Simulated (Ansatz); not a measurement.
# Where V_O (site 2) puts its levels in the gap of Ga2O3 (C2/m)

Wanted: the transition levels of a vacancy in Ga2O3 (C2/m), from a cell of 120 host atoms with 1 O taken out.

Calculated with Ansatz 0.2.0; place-levels on r2SCAN runs: charge-transition levels and formation energies with image-charge correction and potential alignment at the atomic sites; PAW set soft_1.

The experiments to compare with:

For Ga2O3, beta, monoclinic (bulk crystal), “Cd acceptors in Ga2O3, an atomistic view” (2019, arxiv:1908.09569) quotes earlier work: band gap (experimental band gap) 4.85 eV [literature value quoted in passing for comparison with DFT; polarization and direct or …].

In doubt: warnings of the run leave room for a lower electronic state (in some of the runs), so energies may not be the lowest and differences between runs may mislead.

### 1. The starting structure

The cell holds 119 atoms: 48 Ga and 71 O. Its edges and angles: a = 12.253 Å, b = 9.117 Å, c = 11.616 Å, α = 90.0°, β = 103.8°, γ = 90.0°. It derives from Ga2O3 (space group C2/m). Nearest the centre at fractional (0.504, 0.667, 0.372): Ga48 at 1.84 Å, Ga88 at 1.84 Å, Ga81 at 1.94 Å, O90 at 2.81 Å, O59 at 2.85 Å, O98 at 2.85 Å, O53 at 2.89 Å, O92 at 2.89 Å.

Known beforehand: the electronic dielectric constant, (4.07, 4.18, 4.18), and the static one, principal values (10.78, 10.83, 13.86), computed on the host (DFPT, PBEsol, on the r2SCAN cell), and a cell off the functional's own equilibrium shifts the ionic part.

The cell's shortest repeat is 9.1 Å.

### 2. Charge states

A transition level is the Fermi level at which two charge states cost the same, so each charge needs its own total energy, at its own relaxed structure.

Random displacements of about 0.05 Å break the site symmetry at the start, so that the relaxation can reach a distorted minimum if there is one. Forces are taken at one point at (¼, ¼, ¼). The cell holds 1 electron more than the neutral one, with a uniform background that keeps it neutral on the whole. The electron count is odd, so at least one spin is unpaired; this run locks the moment at 1 μB.

The sampling was tested on the host first: at the k-points planned (1x1x1 shifted 0.25 0.25 0.25) its energy lies 0.000 eV an atom from the dense-mesh value, under the bound of 0.02 eV set for this test; that bounds the host's error, not the defect's.

One of the inputs; charge, spin and start change from state to state.

qm1_M1.relax/input.yaml

```yaml
crystal:
  lattice:
    - [12.25319083, 0.0, -0.00523009]
    - [0.0, 3.03896096, 0.0]
    - [-1.38346229, 0.0, 5.64095242]
  atoms:
    - { symbol: Ga, position: [0.34129147, 0.0, 0.68554557] }
    - { symbol: Ga, position: [0.84129147, 0.5, 0.68554557] }
    - { symbol: Ga, position: [0.15870853, 0.5, 0.31445443] }
    - { symbol: Ga, position: [0.65870853, 0.0, 0.31445443] }
    - { symbol: Ga, position: [0.4094761, 0.5, 0.2051927] }
    - { symbol: Ga, position: [0.9094761, 0.0, 0.2051927] }
    - { symbol: Ga, position: [0.0905239, 0.0, 0.7948073] }
    - { symbol: Ga, position: [0.5905239, 0.5, 0.7948073] }
    - { symbol: O, position: [0.003746, 0.5, 0.74380369] }
    - { symbol: O, position: [0.503746, 0.0, 0.74380369] }
    - { symbol: O, position: [0.496254, 0.0, 0.25619631] }
    - { symbol: O, position: [0.996254, 0.5, 0.25619631] }
    - { symbol: O, position: [0.32666853, 0.5, 0.43647625] }
    - { symbol: O, position: [0.82666853, 0.0, 0.43647625] }
    - { symbol: O, position: [0.17333147, 0.0, 0.56352375] }
    - { symbol: O, position: [0.67333147, 0.5, 0.56352375] }
    - { symbol: O, position: [0.16419004, 0.0, 0.10911846] }
    - { symbol: O, position: [0.66419004, 0.5, 0.10911846] }
    - { symbol: O, position: [0.33580996, 0.5, 0.89088154] }
    - { symbol: O, position: [0.83580996, 0.0, 0.89088154] }
  supercell: [1, 3, 2]
  defects: [{ vacancy: 89 }]
total_charge: -1
basis:
  ecutwfc: 500
  xc_grid: 2
hamiltonian:
  xc: r2scan
  pseudopotentials: { kind: paw, azcp: { folder: soft_1 } }
kpoints:
  mp_grid: { grid: [1, 1, 1], shift: [0.25, 0.25, 0.25] }
magnetization:
  spin_polarized: true
  initial_magnetization: 1
  spin_locking: { lock_magnetization: hard }
scf:
  occupations: { method: fixed }
  max_iter: 60
output:
  forces: true
  charged_corrections:
    epsilon: [4.07, 4.18, 4.18]
    static_epsilon: [[11.02, 0.0, -0.83], [0.0, 10.83, 0.0], [-0.83, 0.0, 13.62]]
relax:
  f_tol: 0.02
  max_steps: 80
  random_displacement: { amplitude: 0.05, seed: 5800 }
checkpoint:
  write: "../qm1_M1.relax.run"
  compress: false
  write_wavefunctions: true
  write_every: 100000
```

Launch:

```console
$ ansatz run input.yaml --threads 32 --pin off --max-ram 56524MiB --backend cuda --events-out ev --progress --plain --runs-dir out --max-vram 78GiB
```

The relaxed structure is kept and the sampling changed to a 2×2×2 shifted mesh.

The run of this state that the levels use, under r2SCAN:

qm1_M1.point/input.yaml

```yaml
crystal:
  checkpoint: "../qm1_M1.relax.run"
  host: checkpoint
total_charge: -1
basis:
  ecutwfc: 500
  xc_grid: 2
hamiltonian:
  xc: r2scan
  pseudopotentials: { kind: paw, azcp: { folder: soft_1 } }
kpoints:
  mp_grid: { grid: [2, 2, 2], shift: [0.5, 0.5, 0.5] }
magnetization:
  spin_polarized: true
  initial_magnetization: 1
  spin_locking: { lock_magnetization: hard }
scf:
  occupations: { method: fermi_dirac, width: 0.01 }
  max_iter: 60
output:
  forces: true
  eigenvalues: true
  charged_corrections:
    epsilon: [4.07, 4.18, 4.18]
    static_epsilon: [[11.02, 0.0, -0.83], [0.0, 10.83, 0.0], [-0.83, 0.0, 13.62]]
    defect_position: [0.503746, 0.666667, 0.371902]
  eigenstates: { localisation: true }
  populations: true
  efg: {}
  band_densities: [{ bands: [v1, v1] }, { bands: [c1, c1] }]
  write_density: true
  write_potential: true
  volumetric_format: npy
  elf: true
checkpoint:
  read: "../qm1_M1.relax.run"
  write: "../qm1_M1.point.run"
  compress: false
  write_wavefunctions: false
  write_every: 100000
```

Relaxations under r2SCAN at one point at (¼, ¼, ¼); times on 1 × NVIDIA GB200 with 32 threads of Arm Neoverse V2, shared host:

```
charge  moment (μB)  occupations    outcome  steps  largest displacement against the far atoms (Å)   time
    −1            1        fixed  converged      8                                            0.26   17 s
     0            0        fixed  converged      7                                            0.25  9.5 s
    +1            1        fixed  converged      5                                            0.21   14 s
    +2            0        fixed  converged      9                                            0.82   12 s
```

Single points under r2SCAN at a 2×2×2 shifted mesh; times on 1 × NVIDIA GB200 with 32 threads of Arm Neoverse V2, shared host:

```
charge  moment (μB)  occupations    outcome   time
    −1            1  fermi-dirac  converged   18 s
     0            0  fermi-dirac  converged  7.3 s
    +1            1  fermi-dirac  converged   17 s
    +2            0  fermi-dirac  converged  7.1 s
```

Distances (Å) from the ideal centre to the nearest atoms after relaxation with r2SCAN:

```
charge  moment (μB)       1.       2.       3.      4.      5.      6.
    −1            1  Ga 1.58  Ga 1.61  Ga 2.08  O 2.74  O 2.78  O 2.79
     0            0  Ga 1.60  Ga 1.60  Ga 2.08  O 2.74  O 2.78  O 2.78
    +1            1  Ga 1.84  Ga 1.84  Ga 2.15  O 2.66  O 2.73  O 2.73
    +2            0  Ga 2.16  Ga 2.59  Ga 2.60  O 2.68  O 2.74  O 2.74
```

### 3. Placing the levels, r2SCAN

A charged cell interacts with its images and the background, and its potential has another zero than the host's. place-levels removes the first by a point-charge model, screened by the static dielectric constant since the ions have relaxed around the charge, and the second by comparing potentials at atoms far from the defect.

The host is a run of the defect-free crystal in the same cutoffs, grids and k-points, so that basis and sampling errors cancel in part in the differences. Its band edges come from a run of the primitive cell that searches the zone for them. The host is run in a cell of 20 atoms on a matching mesh. Chemical potentials are energies per atom of O (O2 molecule), run with the same functional and cutoff.

levels.point.yaml

```yaml
host:
  run: host.point.run
  levels_from: { run: edges.point.run }
states: [qm1_M1.point.run, q0.point.run, qp1_M1.point.run, qp2.point.run]
geometry_from:
  qm1_M1.point.run: qm1_M1.relax.run
  q0.point.run: q0.relax.run
  qp1_M1.point.run: qp1_M1.relax.run
  qp2.point.run: qp2.relax.run
  host.point.run: host.relax.run
chemical_potentials:
  O:
    energy: -565.989614
    dataset: <sha256 of the dataset>
epsilon: [4.07, 4.18, 4.18]
static_epsilon:
  - [11.02, 0.0, -0.83]
  - [0.0, 10.83, 0.0]
  - [-0.83, 0.0, 13.62]
vertical:
  - { from: qm1_M1.point.run, to: qm1_M1.point_neutral.run }
  - { from: qp1_M1.point.run, to: qp1_M1.point_neutral.run }
  - { from: qp2.point.run, to: qp2.point_neutral.run }
```

Launch:

```console
$ ansatz place-levels levels.point.yaml -- --threads 32 --pin off --max-ram 56524MiB --backend cuda --max-vram 78GiB
```

Numbers of over 12 decimals in the logs are rounded to 6 here.

What it wrote:

```text
[... repeated set-up lines and file paths are left out, and long positions are rounded to six places ...]
(+2/+1) 1.580 eV above the valence edge, 1.455 eV under the conduction edge; not on the lower envelope
(+1/0) 1.212 eV above the valence edge, 1.823 eV under the conduction edge; not on the lower envelope
(0/-1) 3.053 eV above the valence edge (+3.964 eV without the band-filling correction), in the conduction band
(+2/0) 1.396 eV above the valence edge, 1.639 eV under the conduction edge: charges between them are lowest nowhere
formation energy of charge +2: +1.644 eV with the Fermi level at the valence edge
formation energy of charge +1: +3.224 eV with the Fermi level at the valence edge
formation energy of charge 0: +4.436 eV with the Fermi level at the valence edge
formation energy of charge -1: +7.489 eV with the Fermi level at the valence edge
vertical -1 to 0: no energy, since no alignment is typed
  the change from vertical[0].from (qm1_M1.point.run) to vertical[0].to (qm1_M1.point_neutral.run): by its potential at epsilon [4.07, 4.18, 4.18] it stands at 0.183 0.658 0.164, with an rms radius of about 7.5 Å (3.8 4.3 4.9 Å across the planes of the cell's [...]
vertical +1 to 0: no energy, since no alignment is typed
  the change from vertical[1].from (qp1_M1.point.run) to vertical[1].to (qp1_M1.point_neutral.run): by its potential at epsilon [4.07, 4.18, 4.18] it stands at 0.561 0.667 0.387, with an rms radius of about 1.9 Å (1.0 1.3 1.0 Å across the planes of the cell's [...]
vertical +2 to 0: no energy, since no alignment is typed
  the change from vertical[2].from (qp2.point.run) to vertical[2].to (qp2.point_neutral.run): by its potential at epsilon [4.07, 4.18, 4.18] it stands at 0.555 0.668 0.388, with an rms radius of about 6.2 Å (4.1 3.6 3.1 Å across the planes of the cell's [...]
  edges by r2scan of host.levels_from (edges.point.run), its mesh sampled to repeats of 27.35 Å (the valence edge +0.028 eV and the conduction edge -0.706 eV from those of the host's own run), gap 3.035 eV; the host is sampled to repeats of 29.47 Å
  the defect's cells are sampled to repeats of 29.47 Å, like sampling
  charge +2: -222382.1523 eV with its correction of +0.400 eV, at epsilon [[11.02, 0, -0.83], [0, 10.83, 0], [-0.83, 0, 13.62]], aligned at sites: -0.1163 eV, mean over 88 atomic sites at or beyond 4.56 Å from the defect at [0.5037, 0.6667, 0.3719], with [...]
  charge +1: -222372.9100 eV with its correction of +0.089 eV, at epsilon [[11.02, 0, -0.83], [0, 10.83, 0], [-0.83, 0, 13.62]], aligned at sites: -0.0696 eV, mean over 88 atomic sites at or beyond 4.56 Å from the defect at [0.5037, 0.6667, 0.3719], with [...]
  charge 0: +0.004 eV for its dipole among its images, +0.000 omitted
  charge -1: -222352.4103 eV with its correction of +0.166 eV, at epsilon [[11.02, 0, -0.83], [0, 10.83, 0], [-0.83, 0, 13.62]], aligned at sites: -0.0050 eV, mean over 88 atomic sites at or beyond 4.56 Å from the defect at [0.5037, 0.6667, 0.3719], with [...]
  of states[3] (qp2.point.run): it parts from the run at its places by a charge that spreads by about 3.6 Å along one vector (1.6 Å or more is wide), by its potential at epsilon [4.07, 4.18, 4.18], taken for that of held ions (one typed too small widens it), [...]
  of states[2] (qp1_M1.point.run): stability_check_not_made
  of states[0] (qm1_M1.point.run): it parts from the run at its places by a charge that spreads by about 4.3 Å along one vector (1.6 Å or more is wide), by its potential at epsilon [4.07, 4.18, 4.18], taken for that of held ions (one typed too small widens [...]
```

Run time: 0.55 s. Hardware: 32 threads of Arm Neoverse V2, shared host.

Levels between the charges placed, in eV above the valence top:

```
        gap (eV)  (+2/+1)  (+1/0)  (0/−1)
r2SCAN      3.04     1.58    1.21    3.05
```

Corrections by state:

```
charge  moment (μB)  image terms and alignment (eV)  band filling (eV)                                  ε used  over the lowest of its charge, as the program ranks them, band filling apart (eV)
    +2          0.0                           0.400                  -  principal values (10.78, 10.83, 13.86)                                                                              0.000
    +1          1.0                           0.089                  -  principal values (10.78, 10.83, 13.86)                                                                              0.000
     0          0.0                           0.004                  -                                       -                                                                              0.000
    −1          1.0                           0.166             -0.910  principal values (10.78, 10.83, 13.86)                                                                              0.000
```

The charged structures listed were also run neutral, and place-levels reads from each pair, by the potential or the spins, how wide the charge is by which they differ; that can be the carrier of either run.

```
charge  rms radius (Å)  spread where it is widest against the cell (Å)  wide from (Å)  reading
    +2             6.2                                            3.59           1.58     wide
    +1             1.9                                            1.25           1.58   narrow
    −1             7.5                                            4.26           1.58     wide
```

The neutral runs of these pairs need not share the spin of the lowest neutral state, and very wide values only mean spread over the cell.

From the program's caveats on the states, each cut to its opening words:

- charge +2: it parts from the run at its places by a charge that spreads by about 3.6 Å along one vector (1.6 Å or more is wide), by its potential at epsilon [4.07, 4.18, [...]
- charge +1 (1 μB), −1 (1 μB): flagged: stability check not made
- charge −1 (1 μB): it parts from the run at its places by a charge that spreads by about 4.3 Å along one vector (1.6 Å or more is wide), by its potential at epsilon [4.07, 4.18, [...]
- charge −1 (1 μB): a band-filling correction moves a carrier to the host's band edge, which changes its energy by -0.910 eV
- charge −1 (1 μB): its moments are held at its close (magnetization.spin_locking), by a field of 0.044 eV a Bohr magneton, and its energy and levels are of the state that this [...]

The host's formation energy from the elements is -2.085 eV per atom; it sets how far the chemical potentials can move.

Limit set by the element alone; other compounds of these elements are not counted. Chemical potentials from the elements' reference states: Ga 0.00 eV, O -3.48 eV. Formation energy by charge state (Ga-rich; gap 3.04 eV):

```
charge  at valence top (eV)  at conduction bottom (eV)  correction included (eV)
    +2                -1.83                       4.24                      0.40
    +1                -0.25                       2.78                      0.09
     0                 0.96                       0.96                      0.00
    −1                 4.01                       0.98                     -0.74
```

Fermi level (eV), lowest formation energy (eV) and a bar from the least value:
```
     0.00      -1.83 
     0.28      -1.28 ######
     0.55      -0.73 ############
     0.83      -0.18 ##################
     1.10       0.37 ########################
     1.38       0.92 ##############################
     1.66       0.96 ##############################
     1.93       0.96 ##############################
     2.21       0.96 ##############################
     2.48       0.96 ##############################
     2.76       0.96 ##############################
     3.04       0.96 ##############################
```

Limit set by the element alone; other compounds of these elements are not counted. Chemical potentials from the elements' reference states: O 0.00 eV, Ga -5.21 eV. Formation energy by charge state (O-rich; gap 3.04 eV):

```
charge  at valence top (eV)  at conduction bottom (eV)  correction included (eV)
    +2                 1.64                       7.71                      0.40
    +1                 3.22                       6.26                      0.09
     0                 4.44                       4.44                      0.00
    −1                 7.49                       4.45                     -0.74
```

Fermi level (eV), lowest formation energy (eV) and a bar from the least value:
```
     0.00       1.64 
     0.28       2.19 ######
     0.55       2.75 ############
     0.83       3.30 ##################
     1.10       3.85 ########################
     1.38       4.40 ##############################
     1.66       4.44 ##############################
     1.93       4.44 ##############################
     2.21       4.44 ##############################
     2.48       4.44 ##############################
     2.76       4.44 ##############################
     3.04       4.44 ##############################
```

### 4. The same at the relaxations' own k-points

The relaxations' own energies give the levels at their sampling, for comparison.

levels.relax_mesh.yaml

```yaml
host:
  run: host.relax.run
  levels_from: { run: edges.relax.run }
states: [qm1_M1.relax.run, q0.relax.run, qp1_M1.relax.run, qp2.relax.run]
chemical_potentials:
  O:
    energy: -565.989614
    dataset: <sha256 of the dataset>
```

Launch:

```console
$ ansatz place-levels levels.relax_mesh.yaml -- --threads 32 --pin off --max-ram 56524MiB --backend cuda --max-vram 78GiB
```

What it wrote:

```text
[...]
formation energy of charge +2: +1.644 eV with the Fermi level at the valence edge
formation energy of charge +1: +3.226 eV with the Fermi level at the valence edge
formation energy of charge 0: +4.441 eV with the Fermi level at the valence edge
formation energy of charge -1: +7.494 eV with the Fermi level at the valence edge
  edges by r2scan of host.levels_from (edges.relax.run), its mesh sampled to repeats of 27.35 Å (the valence edge +0.047 eV and the conduction edge -0.872 eV from those of the host's own run), gap 3.035 eV; the host is sampled to repeats of 14.77 Å
[... the lines on each state left out ...]
```

Elapsed: 0.19 s, on 32 threads.

Levels between neighbouring charges, in eV above the valence top:

```
                        gap (eV)  (+2/+1)  (+1/0)  (0/−1)
one point at (¼, ¼, ¼)      3.04     1.58    1.22    3.05
  a 2×2×2 shifted mesh      3.04     1.58    1.21    3.05
```

Going from one point at (¼, ¼, ¼) to a 2×2×2 shifted mesh moves the levels that carry no band-filling term by up to 0.00 eV and formation energies against the elements by up to 0.01 eV; band-filling terms, which differ between samplings, are in these energies.

### 5. What came out

* gap of the host: 3.04 eV (r2SCAN)
* level (plus 2/plus 1): 1.58 eV above the valence top, not a change between lowest states
* level (plus 1/0): 1.21 eV above the valence top, not a change between lowest states
* level (0/minus 1): 3.05 eV above the valence top, past the conduction bottom (3.96 eV above the valence top without the band-filling term)
* level (plus 2/0): 1.40 eV above the valence top
* lowest of the charges placed, just above the valence top (0.02 eV): +2
* lowest of the charges placed, just below the conduction bottom (0.02 eV): 0
* lowest formation energy at mid-gap of the charges run, Ga-rich: 0.96 eV
* lowest formation energy at mid-gap of the charges run, O-rich: 4.44 eV

In words: Of the charges placed (−1, 0, +1 and +2), the lowest changes at 1.40 eV (+2/0) above the valence top, in a gap of 3.04 eV. (+2/0) passes over charge +1, which lies 0.18 eV above the two there; a lower structure or spin state of it, if missed, would change that. Charges above +2 were not placed, so these runs say nothing of levels that involve them. States placed: +2 at 0 μB; +1 at 1 μB; 0 at 0 μB; −1 at 1 μB. Other spin states or structures, where not listed, weren't placed. The program finds carriers beyond a band edge of the host and adds a band-filling term at charge −1 (-0.91 eV); steps to such a charge show no bound level, and a defect level inside a band would be read the same way. Going from one point at (¼, ¼, ¼) to a 2×2×2 shifted mesh moves the levels that carry no band-filling term by up to 0.00 eV and formation energies against the elements by up to 0.01 eV; band-filling terms, which differ between samplings, are in these energies. What this leaves open: r2SCAN makes the gap too small and tends to spread out bound carriers; where a gas molecule sets a chemical potential or the host's formation energy, its binding is uncorrected.

Computed beside measured:

| quantity | measured | r2SCAN |
| --- | --- | --- |
| band gap (least gap of the host) (eV) | 4.85 | 3.04 (-1.81 eV) |

Measured values from arxiv:1908.09569 (2019).

Verdict: The band gap is off by -1.81 eV. Local and semilocal functionals usually give gaps below the measured ones. Zero-point and thermal motion shift the measured gap.

[Logs are printed without paths, hosts, clocks, repeated set-up lines and the standing remarks that a program may print on its own settings, such as how far it seeks lower states.]

[Hosts, paths, dates, database ids (printed as entryN), source tags and the programs' standing remarks are cut or masked in the printed files.]

[Where a table of states has a column of steps, it counts the stored structures, which are thinned; the runs took as many ionic steps or more.]

[A defect's name tells the site on which it was built; relaxed atoms can leave that site.]

[For some hosts the program warned that the k-mesh of the response run may be too coarse for force constants and the static dielectric constant; such warnings are not shown here.]
